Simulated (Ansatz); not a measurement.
# A series in volume scale on Co

Results calculated with Ansatz 0.2.0, not measured. Periodic Kohn-Sham DFT of a crystal at fixed atoms, scaled to volume_scale times the given cell; pressure positive in compression, energy less spherical unpolarised free atoms, largest_vzz the field gradient of largest size among the nuclei.

The cell before it is scaled or strained (space group P6_3/mmc, No. 194):
```
cell vectors (Å)
   2.5190     0.0000     0.0000
  -1.2595     2.1815     0.0000
   0.0000     0.0000     4.0910
atoms (fractions of the cell vectors)
Co  0.33333  0.66667  0.25000
Co  0.66667  0.33333  0.75000
```

Settings of every row: method frozen-core PAW; functional PBE; relativity scalar; k mesh 19x19x10; filling fermi-dirac; smearing width 0.05 eV; wave cutoff 420 eV; paw set soft_2.

Atom:
| element | start moment (bohr magneton) |
| --- | --- |
| Co | 2 |
| Co | 2 |

Limits: no gap: field gradients move with the k mesh.

| row | volume scale | V (Å³/atom) | cell moment (bohr magneton) | pressure (GPa) | largest V_zz (1e21 V/m^2) |
| --- | --- | --- | --- | --- | --- |
| 1 | 0.94 | 10.566 | 3.18 | 6.224 | -0.211 |
| 2 | 0.9405 | 10.572 | 3.181 | 6.098 | -0.21 |
| 3 | 0.96 | 10.791 | 3.222 | 1.438 | -0.188 |
| 4 | 0.98 | 11.016 | ? | ? | ? |
| 5 | 0.99 | 11.128 | 3.275 | -4.81 | -0.183 |
| 6 | 1 | 11.241 | 3.292 | -6.661 | -0.18 |
| 7 | 1.01 | 11.353 | 3.308 | -8.404 | -0.177 |
| 8 | 1.02 | 11.465 | 3.324 | -10.046 | -0.188 |
| 9 | 1.04 | 11.69 | 3.354 | -13.062 | -0.205 |

Question: what cell moment and pressure should row 4 give?

Worked fit of cell moment. Take t = volume scale − 0.99. The shown rows have t = -0.05, -0.0495, -0.03, 0, 0.01, 0.02, 0.03, 0.05. Least squares give cell moment = 3.2752 + 1.731 × t − 3.31 × t² bohr magneton; a straight line predicts inner rows, each left out in turn, worse (root mean square 0.0036 against 0.001 bohr magneton). The rows lie off it by 0.000, 0.000, 0.002, 0.000, 0.000, 0.000, 0.000, 0.001. The withheld row has t = -0.01, so the fit gives 3.2752 + 1.731 × (-0.01) − 3.31 × (-0.01)² = 3.258 bohr magneton.

The calculation gave 3.258 bohr magneton. The fit meets it to the printed digit.

Worked fit of pressure. Take u = (V_r/V)^(2/3) − 1 with V_r = 11.184 Å³ an atom, which is twice the finite (Eulerian) strain; such expansions in the strain, on which the Birch-Murnaghan equation of state is built, carry the rest volume and the bulk modulus. The shown rows have u = 0.03862, 0.03823, 0.02413, 0.00335, -0.00338, -0.00995, -0.01641, -0.02907. Least squares give pressure = −5.7388 + 276.735 × u + 857.22 × u² GPa; a straight line predicts inner rows, each left out in turn, worse (root mean square 0.39 against 0.0065 GPa). The rows lie off it by -0.003, 0.004, 0.000, -0.008, 0.003, 0.003, 0.003, -0.003 (root mean square 0.004 GPa). The pressure vanishes at u = 0.0196, or V = 10.86 Å³ an atom, and there the bulk modulus at fixed shape and fractions is B = −V dP/dV = (2/3)(1 + u) dP/du = 211 GPa. Letting shape and atoms relax would as a rule lower it, by much in layered, chain or molecular crystals. The withheld row has u = 0.01014, so the fit gives −5.7388 + 276.735 × (0.01014) + 857.22 × (0.01014)² = -2.845 GPa.

The calculation gave -2.845 GPa. The fit meets it to the printed digit.

The other values of row 4: largest V_zz -0.177 1e21 V/m^2.
